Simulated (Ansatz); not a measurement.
**CSi: short molecular dynamics of a 4-atom cell**

How do the atoms of CSi (ordering on diamond) move when started on their sites? Runs: r2SCAN, 40 steps of 1.5 fs at constant energy, with velocities drawn for 2200 K; r2SCAN, 20 steps of 1.5 fs at constant energy, with velocities drawn for 1700 K. The cell is a 1×1×1 supercell of the structure relaxed with r2SCAN.

Method: DFT, plane waves, PAW, no spin polarisation, in Ansatz 0.2.0.

## (1) Starting point

The cell holds 4 atoms (C2Si2): a = 5.611 Å, b = 5.611 Å, c = 5.611 Å, α = 31.89°, β = 31.89°, γ = 31.89°.

Structure file:

```xyz
4
Lattice="1.5416 0.8900 5.3212 -1.5416 0.8900 5.3212 0.0000 -1.7801 5.3212" Properties=species:S:1:pos:R:3 pbc="T T T"
C     0.0000    0.0000    7.1707
Si    0.0000    0.0000   14.7740
Si    0.0000    0.0000    1.1897
C     0.0000    0.0000    8.7929
```

## (2) Run 1: r2SCAN

File input.yaml:

```yaml
crystal:
  lattice:
    - [1.5415877827, 0.8900361213, 5.3212273245]
    - [-1.5415877827, 0.8900361213, 5.3212273245]
    - [0.0, -1.7800722426, 5.3212273245]
  atoms:
    - { symbol: C, position: [0.449191069, 0.449191069, 0.449191069] }
    - { symbol: Si, position: [0.9254740595, 0.9254740595, 0.9254740595] }
    - { symbol: Si, position: [0.0745259405, 0.0745259405, 0.0745259405] }
    - { symbol: C, position: [0.550808931, 0.550808931, 0.550808931] }
kpoints:
  mp_grid: { grid: [6, 6, 6] }
hamiltonian:
  xc: r2scan
scf:
  occupations: { method: fermi_dirac, width: 0.19 }
md:
  ensemble: nve
  temperature: 2200
  timestep: 1.5
  n_steps: 40
  initial_velocities: maxwell_boltzmann
  seed: 2944
```

On the command line:

```
> ansatz run input.yaml --threads 4 --pin off --max-ram 3686MiB --backend cpu --events-out ev --progress --plain --runs-dir out
```

Log, shortened:

```text
Warning: md: disabling space-group detection — thermal motion breaks the input geometry's symmetry, so no spatial operation reduces the k-mesh or symmetrises the density; time reversal is kept, so that k and −k are solved as one point where they differ and the mesh holds both, and exact [...]
Warning: RAYON_NUM_THREADS=4 ignored (pool sized by the plan → 4); use --threads N
[...]
Pseudopotentials: kind: paw
Pseudopotential: C, paw, valence charge 4, recommended cutoff 500 eV (meta_gga), C.paw.azcp
Pseudopotential: Si, paw, valence charge 4, recommended cutoff 500 eV (meta_gga), Si.paw.azcp
Functional definition: r2SCAN
[...]
Crystal: 4 atoms, lattice volume = 43.807 Å³
Basis set: ecut = 500 eV, 1117 PW (Γ), FFT grids on a1−a3, a2−a3, a3, exchange–correlation on 96×96×180 points (64 copies of the dense FFT grid, shifted against one another)
Bands: 12, of which v1, the nominal top of the filled ones, is band 8 counted from 1 (7 counted from 0)
Symmetry: 1 space group operations
k-points: 112 of 216 (time reversal used)
[...]
SCF iter   1: F=—  HF=-1781.055732 eV  |F-HF|=—  |Δ(HF+E_count)|=         —  Δρ=6.87e-3  dr2=3.31e-2  dr2_τ=3.43e-1  ethr=1.77e-3  ⟨swp⟩=5.2  Hψ=8736  notcnv=0
[...]
md step     0: t =     0.00 fs  T =  2200.0 K  F+E_penalty+E_count = -1781.13139647 eV  E_kin = 0.853116 eV  conserved = -1780.27828048 eV  (8 SCF iters)
[...]
md step     1: t =     1.50 fs  T =  2115.3 K  F+E_penalty+E_count = -1781.09812353 eV  E_kin = 0.820264 eV  conserved = -1780.27785932 eV  (8 SCF iters)
[...]
SCF iter   2: F=—  HF=-1781.000152 eV  |F-HF|=—  |Δ(HF+E_count)|=   2.74e-4  Δρ=2.21e-3  dr2=1.17e-3  dr2_τ=1.55e-5  ethr=5.04e-5  ⟨swp⟩=2.7  Hψ=2303  notcnv=0
```

## (3) The output, continued: nve at 2200 K

The log, continued, shortened:

```text
SCF iter   3: F=—  HF=-1781.000375 eV  |F-HF|=—  |Δ(HF+E_count)|=   2.23e-4  Δρ=7.36e-4  dr2=5.21e-4  dr2_τ=1.68e-5  ethr=7.29e-6  ⟨swp⟩=2.5  Hψ=2114  notcnv=0
[...]
md step     2: t =     3.00 fs  T =  1866.5 K  F+E_penalty+E_count = -1781.00027824 eV  E_kin = 0.723808 eV  conserved = -1780.27647058 eV  (8 SCF iters)
[...]
md step    11: t =    16.50 fs  T =   843.7 K  F+E_penalty+E_count = -1780.60012417 eV  E_kin = 0.327151 eV  conserved = -1780.27297285 eV  (4 SCF iters)
[...]
md step    20: t =    30.00 fs  T =   947.2 K  F+E_penalty+E_count = -1780.64007349 eV  E_kin = 0.367298 eV  conserved = -1780.27277558 eV  (7 SCF iters)
[...]
md step    29: t =    43.50 fs  T =  1314.0 K  F+E_penalty+E_count = -1780.78704841 eV  E_kin = 0.509558 eV  conserved = -1780.27749062 eV  (4 SCF iters)
[...]
md step    40: t =    60.00 fs  T =  1597.9 K  F+E_penalty+E_count = -1780.89474064 eV  E_kin = 0.619644 eV  conserved = -1780.27509652 eV  (8 SCF iters)
[...]
SCF iter   2: F=-1780.894741 eV  HF=-1780.894741 eV  |F-HF|=2.64e-11  |Δ(HF+E_count)|=  7.23e-11  Δρ=4.63e-7  dr2=3.98e-11  dr2_τ=3.14e-12  ethr=1.88e-12  ⟨swp⟩=4.0  Hψ=3872  notcnv=0
[...]
SCF converged after 2 iterations
Free energy (F): -1780.894741 eV
[...]
E sigma→0 (E₀):  -1780.886047 eV
Entropy (-TS):   -0.017387 eV (-4.347 meV/atom)
Fermi energy:    10.186670 eV
[...]
--- Forces (eV/Å), atoms counted from 1 ---
  atom   1  C      0.46023804     1.36348893    -0.39929870
  atom   2  Si     0.16226410     1.37228580    -0.00583648
  atom   3  Si    -0.79866016    -0.67081447     1.48853635
  atom   4  C      0.17616153    -2.06495898    -1.08339441
[...]
--- MD trajectory: 40 steps, t = 0.0 → 60.0 fs ---
  final state: T = 1597.9 K   F+E_penalty+E_count = -1780.89474064 eV   E_kin = 0.619644 eV
  conserved energy: peak-to-peak 7.930e-3 eV (1.983e-3 eV/atom) over 60.0 fs
```

It took 3 min on 4 threads of Arm Neoverse N1, shared host; peak memory 0.54 GiB.

## (4) What the atoms did

The trajectory, every 3 steps (energies from step 0); msd is the mean square displacement from the start, the centre of mass held:

```csv
time (fs),T (K),potential energy change (meV/atom),total energy change (meV/atom),msd C (Å²),msd Si (Å²)
0.0,2200,0.0,0.00,0.000,0.000
4.5,1507,68.1,0.93,0.006,0.003
9.0,487,168.0,1.92,0.014,0.009
13.5,419,174.4,1.72,0.014,0.013
18.0,1108,107.0,1.09,0.011,0.012
22.5,1652,53.7,0.56,0.009,0.010
27.0,1393,79.1,0.91,0.013,0.011
31.5,747,142.4,1.58,0.016,0.016
36.0,605,156.4,1.77,0.015,0.020
40.5,1140,103.6,0.79,0.013,0.019
45.0,1210,96.4,0.36,0.020,0.016
49.5,648,152.5,1.98,0.031,0.011
54.0,1026,114.9,1.03,0.030,0.008
58.5,1542,64.6,0.78,0.020,0.008
60.0,1598,59.2,0.80,0.017,0.008
```

time (fs), T (K) and a bar:
```
      0.0       2200 ##############################
      3.0       1867 #########################
      4.5       1507 ###################
      7.5        753 #######
     10.5        343 
     13.5        419 #
     15.0        602 ####
     18.0       1108 ############
     21.0       1546 ###################
     24.0       1657 #####################
     25.5       1564 ####################
     28.5       1175 #############
     31.5        747 #######
     34.5        557 ###
     36.0        605 ####
     39.0        938 ##########
     42.0       1283 ###############
     45.0       1210 ##############
     46.5       1004 ###########
     49.5        648 #####
     52.5        807 #######
     55.5       1245 ###############
     57.0       1423 #################
     60.0       1598 ####################
```

## (5) Positions and forces

Extended XYZ, with forces in eV/Å:

```xyz
4
Lattice="1.542 0.890 5.321 -1.542 0.890 5.321 0.000 -1.780 5.321" Properties=species:S:1:pos:R:3:forces:R:3 pbc="T T T" time_fs=7.5 T=753 dE=0.5682
C    -0.012   -0.063    7.282    0.285    0.638   -3.619
Si   -0.018    0.006   14.835    0.095    1.010   -2.296
Si    0.027   -0.011    1.095   -0.321   -0.446    3.885
C    -0.009    0.075    8.761   -0.059   -1.201    2.029
4
Lattice="1.542 0.890 5.321 -1.542 0.890 5.321 0.000 -1.780 5.321" Properties=species:S:1:pos:R:3:forces:R:3 pbc="T T T" time_fs=15.0 T=602 dE=0.6259
C    -0.011   -0.096    7.253    0.402    1.054   -2.144
Si   -0.034    0.030   14.853    0.155    1.066   -3.108
Si    0.047   -0.031    1.071   -0.474   -0.580    4.900
C    -0.020    0.099    8.804   -0.083   -1.539    0.352
4
Lattice="1.542 0.890 5.321 -1.542 0.890 5.321 0.000 -1.780 5.321" Properties=species:S:1:pos:R:3:forces:R:3 pbc="T T T" time_fs=22.5 T=1652 dE=0.2149
C     0.008   -0.085    7.131    0.684    0.709    0.807
Si   -0.047    0.072   14.816    0.341   -0.367   -1.164
Si    0.058   -0.061    1.134   -0.900   -0.196    1.719
C    -0.035    0.060    8.865   -0.125   -0.147   -1.362
4
Lattice="1.542 0.890 5.321 -1.542 0.890 5.321 0.000 -1.780 5.321" Properties=species:S:1:pos:R:3:forces:R:3 pbc="T T T" time_fs=30.0 T=947 dE=0.4913
C     0.054   -0.048    7.041   -0.225   -0.929    2.627
Si   -0.054    0.107   14.757    0.119   -1.968    1.348
Si    0.054   -0.093    1.230   -0.106    1.328   -2.114
C    -0.054    0.016    8.868    0.211    1.569   -1.862
4
Lattice="1.542 0.890 5.321 -1.542 0.890 5.321 0.000 -1.780 5.321" Properties=species:S:1:pos:R:3:forces:R:3 pbc="T T T" time_fs=37.5 T=742 dE=0.5715
C     0.088   -0.047    7.063   -1.435   -1.230    2.629
Si   -0.058    0.107   14.721   -0.036   -1.613    2.008
Si    0.048   -0.101    1.289    1.085    1.639   -3.640
C    -0.065    0.034    8.792    0.386    1.204   -0.997
4
Lattice="1.542 0.890 5.321 -1.542 0.890 5.321 0.000 -1.780 5.321" Properties=species:S:1:pos:R:3:forces:R:3 pbc="T T T" time_fs=45.0 T=1210 dE=0.3854
C     0.068   -0.093    7.190   -0.163    0.386   -1.197
Si   -0.063    0.078   14.722    0.211    0.148    1.132
Si    0.059   -0.082    1.281    0.046   -0.058   -2.749
C    -0.060    0.102    8.681   -0.094   -0.476    2.815
4
Lattice="1.542 0.890 5.321 -1.542 0.890 5.321 0.000 -1.780 5.321" Properties=species:S:1:pos:R:3:forces:R:3 pbc="T T T" time_fs=52.5 T=807 dE=0.5459
C     0.037   -0.128    7.265    0.477    1.178   -3.600
Si   -0.064    0.051   14.745    0.236    1.542    0.668
Si    0.073   -0.061    1.222   -0.598   -0.937   -0.703
C    -0.058    0.151    8.690   -0.115   -1.784    3.636
4
Lattice="1.542 0.890 5.321 -1.542 0.890 5.321 0.000 -1.780 5.321" Properties=species:S:1:pos:R:3:forces:R:3 pbc="T T T" time_fs=60.0 T=1598 dE=0.2367
C     0.025   -0.110    7.201    0.460    1.363   -0.399
Si   -0.060    0.052   14.781    0.162    1.372   -0.006
Si    0.075   -0.057    1.150   -0.799   -0.671    1.489
C    -0.060    0.122    8.840    0.176   -2.065   -1.083
```

## (6) Run 2: r2SCAN

input.yaml: that of step 2 with these lines changed.

```diff
@@ -15,9 +15,9 @@
 scf:
-  occupations: { method: fermi_dirac, width: 0.19 }
+  occupations: { method: fermi_dirac, width: 0.146 }
 md:
   ensemble: nve
-  temperature: 2200
+  temperature: 1700
   timestep: 1.5
-  n_steps: 40
+  n_steps: 20
   initial_velocities: maxwell_boltzmann
-  seed: 2944
+  seed: 2596
```

On the command line:

```
> ansatz run input.yaml --threads 4 --pin off --max-ram 3686MiB --backend cpu --events-out ev --progress --plain --runs-dir out
```

Log, shortened:

```text
Warning: md: disabling space-group detection — thermal motion breaks the input geometry's symmetry, so no spatial operation reduces the k-mesh or symmetrises the density; time reversal is kept, so that k and −k are solved as one point where they differ and the mesh holds both, and exact [...]
Warning: RAYON_NUM_THREADS=4 ignored (pool sized by the plan → 4); use --threads N
[...]
Pseudopotentials: kind: paw
Pseudopotential: C, paw, valence charge 4, recommended cutoff 500 eV (meta_gga), C.paw.azcp
Pseudopotential: Si, paw, valence charge 4, recommended cutoff 500 eV (meta_gga), Si.paw.azcp
Functional definition: r2SCAN
[...]
Crystal: 4 atoms, lattice volume = 43.807 Å³
Basis set: ecut = 500 eV, 1117 PW (Γ), FFT grids on a1−a3, a2−a3, a3, exchange–correlation on 96×96×180 points (64 copies of the dense FFT grid, shifted against one another)
Bands: 12, of which v1, the nominal top of the filled ones, is band 8 counted from 1 (7 counted from 0)
Symmetry: 1 space group operations
k-points: 112 of 216 (time reversal used)
[...]
SCF iter   1: F=—  HF=-1781.053882 eV  |F-HF|=—  |Δ(HF+E_count)|=         —  Δρ=6.97e-3  dr2=3.47e-2  dr2_τ=3.44e-1  ethr=1.77e-3  ⟨swp⟩=5.2  Hψ=8743  notcnv=0
[...]
md step     0: t =     0.00 fs  T =  1700.0 K  F+E_penalty+E_count = -1781.12929576 eV  E_kin = 0.659226 eV  conserved = -1780.47006977 eV  (8 SCF iters)
[...]
md step     6: t =     9.00 fs  T =   460.5 K  F+E_penalty+E_count = -1780.64328610 eV  E_kin = 0.178583 eV  conserved = -1780.46470286 eV  (3 SCF iters)
[...]
md step     7: t =    10.50 fs  T =   333.1 K  F+E_penalty+E_count = -1780.59360192 eV  E_kin = 0.129154 eV  conserved = -1780.46444803 eV  (3 SCF iters)
SCF iter   1: F=—  HF=-1780.580318 eV  |F-HF|=—  |Δ(HF+E_count)|=         —  Δρ=5.32e-5  dr2=6.03e-7  dr2_τ=2.29e-6  ethr=1.27e-8  ⟨swp⟩=3.3  Hψ=5422  notcnv=0
```

## (7) More of the same log: nve at 1700 K

Output, continued, shortened:

```text
[...]
SCF iter   2: F=—  HF=-1780.580318 eV  |F-HF|=—  |Δ(HF+E_count)|=   5.79e-8  Δρ=1.31e-5  dr2=2.61e-8  dr2_τ=1.54e-9  ethr=3.77e-9  ⟨swp⟩=2.0  Hψ=3139  notcnv=0
[...]
md step     8: t =    12.00 fs  T =   298.4 K  F+E_penalty+E_count = -1780.58031793 eV  E_kin = 0.115713 eV  conserved = -1780.46460493 eV  (3 SCF iters)
[...]
md step    11: t =    16.50 fs  T =   631.4 K  F+E_penalty+E_count = -1780.71127642 eV  E_kin = 0.244835 eV  conserved = -1780.46644129 eV  (3 SCF iters)
[...]
md step    14: t =    21.00 fs  T =  1092.9 K  F+E_penalty+E_count = -1780.89162160 eV  E_kin = 0.423813 eV  conserved = -1780.46780897 eV  (3 SCF iters)
[...]
md step    17: t =    25.50 fs  T =  1193.0 K  F+E_penalty+E_count = -1780.93065310 eV  E_kin = 0.462632 eV  conserved = -1780.46802091 eV  (5 SCF iters)
[...]
md step    20: t =    30.00 fs  T =   859.4 K  F+E_penalty+E_count = -1780.80058032 eV  E_kin = 0.333266 eV  conserved = -1780.46731431 eV  (7 SCF iters)
[...]
SCF iter   2: F=-1780.800580 eV  HF=-1780.800580 eV  |F-HF|=2.50e-10  |Δ(HF+E_count)|=  3.98e-10  Δρ=1.63e-6  dr2=6.40e-10  dr2_τ=2.28e-11  ethr=2.14e-11  ⟨swp⟩=5.0  Hψ=4708  notcnv=0
[...]
SCF converged after 2 iterations
Free energy (F): -1780.800580 eV
[...]
E sigma→0 (E₀):  -1780.795149 eV
Entropy (-TS):   -0.010863 eV (-2.716 meV/atom)
Fermi energy:    10.315706 eV
[...]
--- Forces (eV/Å), atoms counted from 1 ---
  atom   1  C     -0.93744880     1.61027983    -0.01561532
  atom   2  Si    -0.04694024     1.73487626    -0.52294081
  atom   3  Si     1.53270173    -1.22900325    -0.35202292
  atom   4  C     -0.54831428    -2.11615887     0.89059615
[...]
--- MD trajectory: 20 steps, t = 0.0 → 30.0 fs ---
  final state: T = 859.4 K   F+E_penalty+E_count = -1780.80058032 eV   E_kin = 0.333266 eV
  conserved energy: peak-to-peak 5.622e-3 eV (1.405e-3 eV/atom) over 30.0 fs
```

Run time: 91 s. Hardware: 4 threads of Arm Neoverse N1, shared host; peak memory 0.55 GiB.

## (8) What the atoms did

Every step; energies are changes from step 0; msd is the mean square displacement from the start, the centre of mass held:

```csv
time (fs),T (K),potential energy change (meV/atom),total energy change (meV/atom),msd C (Å²),msd Si (Å²)
0.0,1700,0.0,0.00,0.000,0.000
1.5,1638,6.1,0.12,0.001,0.000
3.0,1465,23.1,0.34,0.003,0.001
4.5,1216,47.6,0.63,0.005,0.002
6.0,935,75.0,0.92,0.009,0.003
7.5,670,101.0,1.17,0.012,0.004
9.0,461,121.5,1.34,0.014,0.006
10.5,333,133.9,1.41,0.016,0.007
12.0,298,137.2,1.37,0.017,0.009
13.5,351,132.1,1.25,0.017,0.010
15.0,470,120.3,1.08,0.016,0.010
16.5,631,104.5,0.91,0.014,0.011
18.0,805,87.5,0.75,0.012,0.012
19.5,965,71.9,0.63,0.011,0.012
21.0,1093,59.4,0.57,0.010,0.012
22.5,1176,51.3,0.54,0.010,0.013
24.0,1210,48.0,0.53,0.011,0.013
25.5,1193,49.7,0.51,0.012,0.013
27.0,1125,56.3,0.52,0.015,0.014
28.5,1010,67.5,0.58,0.018,0.014
30.0,859,82.2,0.69,0.021,0.015
```

time (fs), T (K) and a bar:
```
      0.0       1700 ##############################
      1.5       1638 #############################
      3.0       1465 #########################
      4.5       1216 ####################
      6.0        935 ##############
      7.5        670 ########
      9.0        461 ###
     10.5        333 #
     12.0        298 
     13.5        351 #
     15.0        470 ####
     16.5        631 #######
     18.0        805 ###########
     19.5        965 ##############
     21.0       1093 #################
     22.5       1176 ###################
     24.0       1210 ####################
     25.5       1193 ###################
     27.0       1125 ##################
     28.5       1010 ###############
     30.0        859 ############
```

## (9) Snapshots as a file

Positions (Å) and forces (eV/Å):

```xyz
4
Lattice="1.542 0.890 5.321 -1.542 0.890 5.321 0.000 -1.780 5.321" Properties=species:S:1:pos:R:3:forces:R:3 pbc="T T T" time_fs=3.0 T=1465 dE=0.0925
C    -0.035    0.042    7.180    0.645   -1.116   -0.014
Si    0.020    0.015   14.778   -0.409   -0.820    0.062
Si   -0.006   -0.022    1.166   -0.536    1.023    0.776
C     0.002   -0.027    8.830    0.299    0.912   -0.824
4
Lattice="1.542 0.890 5.321 -1.542 0.890 5.321 0.000 -1.780 5.321" Properties=species:S:1:pos:R:3:forces:R:3 pbc="T T T" time_fs=7.5 T=670 dE=0.4040
C    -0.077    0.089    7.194    1.443   -1.990    0.019
Si    0.047    0.033   14.785   -1.019   -1.675    0.083
Si   -0.018   -0.048    1.135   -1.167    1.783    1.638
C     0.009   -0.054    8.872    0.743    1.882   -1.740
4
Lattice="1.542 0.890 5.321 -1.542 0.890 5.321 0.000 -1.780 5.321" Properties=species:S:1:pos:R:3:forces:R:3 pbc="T T T" time_fs=12.0 T=298 dE=0.5490
C    -0.097    0.105    7.208    1.512   -2.097   -0.193
Si    0.067    0.039   14.792   -1.115   -1.756   -0.154
Si   -0.038   -0.061    1.116   -1.098    1.867    2.307
C     0.028   -0.052    8.886    0.700    1.986   -1.960
4
Lattice="1.542 0.890 5.321 -1.542 0.890 5.321 0.000 -1.780 5.321" Properties=species:S:1:pos:R:3:forces:R:3 pbc="T T T" time_fs=15.0 T=470 dE=0.4811
C    -0.096    0.096    7.216    1.143   -1.894   -0.488
Si    0.077    0.036   14.796   -0.832   -1.350   -0.429
Si   -0.055   -0.064    1.111   -0.659    1.719    2.612
C     0.046   -0.032    8.879    0.348    1.526   -1.695
4
Lattice="1.542 0.890 5.321 -1.542 0.890 5.321 0.000 -1.780 5.321" Properties=species:S:1:pos:R:3:forces:R:3 pbc="T T T" time_fs=18.0 T=805 dE=0.3501
C    -0.088    0.074    7.220    0.589   -1.552   -0.812
Si    0.083    0.029   14.799   -0.465   -0.661   -0.696
Si   -0.075   -0.060    1.115   -0.058    1.483    2.680
C     0.068   -0.002    8.859   -0.066    0.730   -1.173
4
Lattice="1.542 0.890 5.321 -1.542 0.890 5.321 0.000 -1.780 5.321" Properties=species:S:1:pos:R:3:forces:R:3 pbc="T T T" time_fs=22.5 T=1176 dE=0.2052
C    -0.068    0.021    7.215   -0.266   -0.809   -1.070
Si    0.091    0.016   14.800   -0.099    0.581   -0.879
Si   -0.104   -0.047    1.136    0.832    0.935    2.135
C     0.098    0.052    8.815   -0.468   -0.707   -0.187
4
Lattice="1.542 0.890 5.321 -1.542 0.890 5.321 0.000 -1.780 5.321" Properties=species:S:1:pos:R:3:forces:R:3 pbc="T T T" time_fs=27.0 T=1125 dE=0.2252
C    -0.053   -0.045    7.194   -0.818    0.423   -0.641
Si    0.098    0.007   14.794   -0.023    1.511   -0.704
Si   -0.127   -0.028    1.171    1.408   -0.127    0.779
C     0.121    0.094    8.768   -0.567   -1.808    0.567
4
Lattice="1.542 0.890 5.321 -1.542 0.890 5.321 0.000 -1.780 5.321" Properties=species:S:1:pos:R:3:forces:R:3 pbc="T T T" time_fs=30.0 T=859 dE=0.3287
C    -0.049   -0.086    7.173   -0.937    1.610   -0.016
Si    0.102    0.006   14.787   -0.047    1.735   -0.523
Si   -0.138   -0.015    1.198    1.533   -1.229   -0.352
C     0.132    0.107    8.740   -0.548   -2.116    0.891
```

## (10) Results

| quantity | value |
| --- | --- |
| run 1: length | 40 steps of 1.5 fs |
| run 1: temperature, first and last step | 2200 and 1598 K |
| run 1: temperature, second half | mean 992 K, from 557 to 1598 K |
| run 1: potential energy, second half | +118 meV/atom from this run's first step |
| run 1: largest change of the total energy | 1.98 meV/atom |
| run 1: mean square displacement, second half | C 0.021, Si 0.014 Å² |
| run 2: length | 20 steps of 1.5 fs |
| run 2: temperature, first and last step | 1700 and 859 K |
| run 2: temperature, second half | mean 958 K, from 470 to 1210 K |
| run 2: potential energy, second half | +73 meV/atom from this run's first step |
| run 2: largest change of the total energy | 1.41 meV/atom |
| run 2: mean square displacement, second half | C 0.014, Si 0.013 Å² |

**Reading.** Run 1: The temperature starts at 2200 K and averages 992 K in the second half, where it ranges from 557 to 1598 K; a mean near half the start is what vibrations about a minimum give, since they share energy equally between motion and strain. The total energy strays from its start by at most 1.98 meV/atom, 1.9 % of the mean kinetic energy, which is good for a step of 1.5 fs. No atom gets farther than 0.20 Å from its start, with the drift of the whole removed, against a typical distance of 1.8 Å between sites at the start. Run 2: The temperature starts at 1700 K and averages 958 K in the second half, where it ranges from 470 to 1210 K; a mean near half the start is what vibrations about a minimum give, since they share energy equally between motion and strain. The total energy strays from its start by at most 1.41 meV/atom, 1.6 % of the mean kinetic energy, so a step of 1.5 fs is short enough over this time. The farthest move is 0.18 Å, against a mean nearest distance of 1.8 Å at the start: no atom has changed site so far. 60 fs on 4 atoms is far too short and small for converged averages.
